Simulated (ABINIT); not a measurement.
Here is an ABINIT 10.8.3 (patched build) calculation.

run.abi

```
# Datasets: ground state, then fixed potential
ndtset 2

# Pseudopotentials
pp_dirpath "./"
pseudos "In.LDA_PW-JTH_sp.xml, As.LDA_PW-JTH_sp.xml"

# Structure
acell 3*1.0
rprim
     0.0000000000     5.7031934441     5.7031934441
     5.7031934441     0.0000000000     5.7031934441
     5.7031934441     5.7031934441     0.0000000000
ntypat 2
znucl 49 33
natom 2
typat 1 2
xred
     0.0000000000     0.0000000000     0.0000000000
     0.7500000000     0.7500000000     0.7500000000

# Plane-wave basis
ecut 15.0
pawecutdg 30.0

# Exchange and correlation
ixc 7

# Bands and occupations
occopt 3
tsmear 0.05 eV

# Spin
nspinor 2
nspden 1
pawspnorb 1

# SCF cycle
nstep 100

# Output
iomode 3
prtwf 0
prteig 0
prtebands 0
enunit 1
prtden1 1

# Dataset 1
kptopt1 4
ngkpt1 8 8 8
nshiftk1 1
shiftk1 0.0 0.0 0.0
nband1 16
tolvrs1 1.0e-9

# Dataset 2: bands along G-X-W-K-G-L-U-W-L-K
iscf2 -2
getden2 1
nband2 24
nbdbuf2 2
tolwfr2 1.0e-12
kptopt2 -9
ndivsm2 6
prteig2 1
kptbounds2
     0.0000000000     0.0000000000     0.0000000000
     0.5000000000     0.0000000000     0.5000000000
     0.5000000000     0.2500000000     0.7500000000
     0.3750000000     0.3750000000     0.7500000000
     0.0000000000     0.0000000000     0.0000000000
     0.5000000000     0.5000000000     0.5000000000
     0.6250000000     0.2500000000     0.6250000000
     0.5000000000     0.2500000000     0.7500000000
     0.5000000000     0.5000000000     0.5000000000
     0.3750000000     0.3750000000     0.7500000000
```

Potentials or basis: JTH PAW LDA v2.0 sp.

Command:

```bash
$ abinit run.abi > log 2>&1
```

(1) Estimate the pressure.

(2) Predict the band gap on the k mesh.

Results:

(1) 1.0 GPa.

(2) none (metal or under the smearing width).

Caveat: this set keeps more shells in the core, which shifts pressures and gaps; this crystal is a semiconductor, whose small gap the functional closes, so the metal is an error of the method; the atomic spheres overlap.

**What was measured.**

From a printed reference work, data compilation, for a bulk crystal of InAs at 4.2 K: band gap 0.418 eV (direct).

Against the measured gap of InAs, 0.418 eV (direct; 4.2 K; a printed reference work, data compilation), the calculated 0.00 eV is off by -0.42 eV. The value is that of LDA on a finite k mesh, which can miss the band edges, without temperature or zero-point motion. Semilocal functionals fall short of measured gaps as a rule.
